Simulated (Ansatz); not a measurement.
**MgTe, a database entry at a rescaled volume**

```
Mg Te
1.0
     4.50471    0.00000    0.00000
    -2.25236    3.90120    0.00000
     0.00000    0.00000    7.33752
Mg Te
2 2
Direct
  0.33330 0.66670 0.00000
  0.66660 0.33330 0.50000
  0.33330 0.66670 0.37000
  0.66660 0.33330 0.87000
```

The numbers come from plane-wave PAW DFT (Ansatz): PBE, no spin polarisation, 420 eV, 7×7×4 Γ-centred k points, fermi-dirac occupations (width 0.1 eV). Nothing was relaxed.

Task: Is there a gap, and of what kind?

Result: The gap is 2.65 eV, direct at the points sampled. A semilocal functional usually gives too small a gap.

Task: How is the charge shared?

Result: Bader charges in e: Mg +1.54, Te -1.54. In the mean Mg gives up most and Te takes most.

Task: What does the stress say?

Result: The pressure is 2.7 GPa (compression positive), so with the atoms held at these fractions the cell would first expand. The principal stresses 2.2, 2.2, 3.5 GPa differ, so its shape would change too.

Task: What is the formation energy?

Result: -0.86 eV an atom against the elements' usual phases (free molecules for gases, crystals otherwise, with no correction for O₂ or N₂), so it is bound against them; other compounds may still compete. Relaxing would lower it.

Task: Which atom feels the largest force, and which way?

Result: The largest is on Te3 (and as large on other atoms): 0.23 eV/Å, components (0.00, 0.00, 0.23). It makes 180° with the line to a nearest neighbour, Mg1 at 2.71 Å, pointing away from it.

Task: What do density and ELF say about some of the short contacts?

Result: Mg–Te at 2.71 Å: least valence density 0.22 e/Å³ and ELF 0.11 there, a closed-shell (ionic or weak) contact. These are pseudo-fields; inside the PAW spheres they differ from the all-electron ones.

Origin: a database entry at a rescaled volume. Caveats: no spin-orbit coupling, which can shift this gap by tenths of an eV.
